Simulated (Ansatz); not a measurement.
The system is TaSi2.

```xyz
9
Lattice="4.7800 0.0000 0.0000 -2.3900 4.1396 0.0000 0.0000 0.0000 6.5640" Properties=species:S:1:pos:R:3 pbc="T T T"
Ta   -1.1950    2.0698    1.0940
Ta    1.1950    2.0698    5.4700
Ta    2.3900    0.0000    3.2820
Si    1.1949    0.6899    1.0940
Si   -1.1951    3.4497    5.4700
Si    2.3900    2.7599    3.2820
Si    1.1951    3.4497    1.0940
Si    3.5851    0.6899    5.4700
Si    0.0000    1.3797    3.2820
```

```yaml
Program: Ansatz 0.2.0
Task: relaxation of cell and atoms
Functional: PBEsol
Dispersion: D4
Potentials_or_basis: Ansatz PAW
Cutoff: "420 eV (not typed: the program's choice for these potentials)"
k_mesh: 7 × 7 × 4
Occupations: fermi-dirac, width 0.05 eV
Spin: no spin polarisation
```

At the start: volume 14.43 Å³/atom.

How do energy, volume and symmetry change on relaxing?

It ends after 5 steps and the volume is 14.11 Å³/atom (-2.2 %); space group P6_222 (No. 180, to 0.05 Å).

The path:
| step | energy change (eV) | largest force (eV/Å) | volume (Å³) |
| --- | --- | --- | --- |
| 1 | 0.0000 | 0.7444 | 129.88 |
| 2 | -0.1479 | 0.1994 | 125.27 |
| 3 | -0.1781 | 0.0032 | 127.39 |
| 4 | -0.1800 | 0.0087 | 126.97 |
| 5 | -0.1792 | 0.0088 | 126.97 |

Final structure:
```
CELL_PARAMETERS angstrom
4.73367 0.00000 0.00000
-2.36684 4.09948 0.00000
0.00000 0.00000 6.54281
ATOMIC_POSITIONS crystal
Ta 0.00000 0.50000 0.16667
Ta 0.50000 0.50000 0.83333
Ta 0.50000 0.00000 0.50000
Si 0.31938 0.15969 0.16667
Si 0.15969 0.84031 0.83333
Si 0.84031 0.68062 0.50000
Si 0.68062 0.84031 0.16667
Si 0.84031 0.15969 0.83333
Si 0.15969 0.31938 0.50000
```

Caveat: the plane-wave basis is chosen anew once the cell has moved, so the energies of steps on either side of that aren't comparable; pairwise dispersion overbinds metals, which lowers pressure and volume; the PAW data sets come from PBE, with cores solved anew for the run's functional, which leaves a small shift of forces and pressure.
